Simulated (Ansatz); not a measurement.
The system is TePb.

```xyz
2
Lattice="4.0023 0.0000 0.0000 0.0000 4.0023 0.0000 0.0000 0.0000 4.0023" Properties=species:S:1:pos:R:3 pbc="T T T"
Pb    0.0000    0.0000    0.0000
Te    2.0011    2.0011    2.0011
```

Measurements of this composition are mostly on another form, of space group No. 225.

| Item | Value |
| --- | --- |
| Program | Ansatz 0.2.0 |
| Task | relaxation of cell and atoms |
| Functional | PBEsol |
| Dispersion | D4 |
| Potentials or basis | all-electron LAPW, scalar-relativistic |
| Basis error allowed | 0.001 eV/atom |
| k mesh | 7 × 7 × 7 |
| Occupations | fermi-dirac, width 0.05 eV |
| Spin | no spin polarisation |

At the start: volume 32.05 Å³/atom.

Question: How do energy, volume and symmetry change on relaxing?

Answer: Over 6 steps the energy falls by 26.4 meV/atom and the volume is 29.11 Å³/atom (-9.2 %); space group Pm-3m (No. 221, to 0.05 Å).

The path:
| step | energy change (eV) | largest force (eV/Å) | volume (Å³) |
| --- | --- | --- | --- |
| 1 | 0.0000 | 0.0000 | 64.11 |
| 2 | -0.0084 | 0.0000 | 62.71 |
| 3 | -0.0496 | 0.0000 | 59.34 |
| 4 | -0.0505 | 0.0000 | 57.25 |
| 5 | -0.0528 | 0.0000 | 58.21 |
| 6 | -0.0528 | 0.0000 | 58.21 |

Final structure:
```
CELL_PARAMETERS angstrom
3.87558 0.00000 0.00000
0.00000 3.87558 0.00000
0.00000 0.00000 3.87558
ATOMIC_POSITIONS crystal
Pb 0.00000 0.00000 0.00000
Te 0.50000 0.50000 0.50000
```
